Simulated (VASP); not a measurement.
Level of theory: vdW-DF-cx, VASP's PBE PAW potentials (set 64) (plane waves; VASP).

A VASP calculation is set up with these files.

### INCAR
```
! general
SYSTEM   = CsCl
PREC     = Accurate
ENCUT    = 520   ! plane-wave cut-off (eV)
LREAL    = F   ! projection in real space or not
LASPH    = T

! electronic loop
EDIFF    = 1E-7
NELM     = 100
ALGO     = Normal
LMAXMIX  = 4

! smearing
ISMEAR   = 0   ! Gaussian
SIGMA    = 0.05

! functional
GGA      = CX
LUSE_VDW = T
AGGAC    = 0.0

! ions
ISIF     = 2

! output
LWAVE    = F
LCHARG   = F
```

**KPOINTS**
```
Automatic mesh
0
Gamma
7 7 7
0 0 0
```

### POSCAR
```
CsCl
4.0007550
  1.0000001144   0.0000000000   0.0000000000
  0.0000000000   1.0000001144   0.0000000000
  0.0000000000   0.0000000000   1.0000001144
Cs Cl
1 1
direct
  0.0000000000   0.0000000000   0.0000000000
  0.5000000000   0.5000000000   0.5000000000
```

POTCAR, in this order: Cs_sv Cl (PBE.64 set). Program: vasp_std.

What VASP printed:

File OSZICAR:
```
       N       E                     dE             d eps       ncg     rms          rms(c)
DAV:   1     0.102251600954E+03    0.10225E+03   -0.72135E+03   480   0.117E+03
DAV:   2     0.397021538641E+01   -0.98281E+02   -0.92498E+02   792   0.190E+02
DAV:   3    -0.245581641156E+01   -0.64260E+01   -0.63948E+01   584   0.558E+01
DAV:   4    -0.252065408464E+01   -0.64838E-01   -0.64818E-01   584   0.686E+00
DAV:   5    -0.252157589293E+01   -0.92181E-03   -0.92175E-03   600   0.807E-01    0.225E+00
DAV:   6    -0.221009883908E+01    0.31148E+00   -0.54435E-01   548   0.449E+00    0.168E+00
DAV:   7    -0.217503739525E+01    0.35061E-01   -0.19337E-01   644   0.260E+00    0.962E-01
DAV:   8    -0.217736430178E+01   -0.23269E-02   -0.15233E-02   564   0.974E-01    0.133E-01
DAV:   9    -0.217793539063E+01   -0.57109E-03   -0.26908E-03   608   0.368E-01    0.102E-01
DAV:  10    -0.217816844316E+01   -0.23305E-03   -0.29653E-04   544   0.153E-01    0.222E-02
DAV:  11    -0.217819629545E+01   -0.27852E-04   -0.50803E-05   632   0.570E-02    0.622E-03
DAV:  12    -0.217819772693E+01   -0.14315E-05   -0.97478E-06   560   0.223E-02    0.270E-03
DAV:  13    -0.217819766103E+01    0.65909E-07   -0.32244E-07   596   0.459E-03
   1 F= -.21781977E+01 E0= -.21781977E+01  d E =-.173923E-16
```

**OUTCAR**
```
------------------------ aborting loop because EDIFF is reached ----------------------------------------
  FORCE on cell =-STRESS in cart. coord.  units (eV):
  Direction    XX          YY          ZZ          XY          YZ          ZX
  --------------------------------------------------------------------------------------
  Total        0.5157787      0.5157787      0.5157787      0.0000000      0.0000000     -0.0000000
  in kB       12.9047028     12.9047028     12.9047028      0.0000000      0.0000000     -0.0000000
  external PRESSURE =      12.9047028 kB  Pullay stress =       0.0000000 kB
  volume of cell :       64.04
      direct lattice vectors                 reciprocal lattice vectors
     4.000755458  0.000000000  0.000000000     0.249952793  0.000000000  0.000000000
     0.000000000  4.000755458  0.000000000     0.000000000  0.249952793  0.000000000
     0.000000000  0.000000000  4.000755458     0.000000000  0.000000000  0.249952793
 POSITION                                       TOTAL-FORCE (eV/Angst)
 -----------------------------------------------------------------------------------
      0.00000      0.00000      0.00000         0.000000      0.000000      0.000000
      2.00038      2.00038      2.00038         0.000000      0.000000      0.000000
 -----------------------------------------------------------------------------------
    total drift:                                0.000000      0.000000     -0.000000
  FREE ENERGIE OF THE ION-ELECTRON SYSTEM (eV)
  ---------------------------------------------------
  free  energy   TOTEN  =        -2.1781976610 eV

  energy  without entropy=       -2.1781976610  energy(sigma->0) =       -2.17819766
```
(Selected blocks of OUTCAR.)

The compound is CsCl in the CsCl type structure. This cell is one point of a volume scan, at 0.94 of the reference volume.
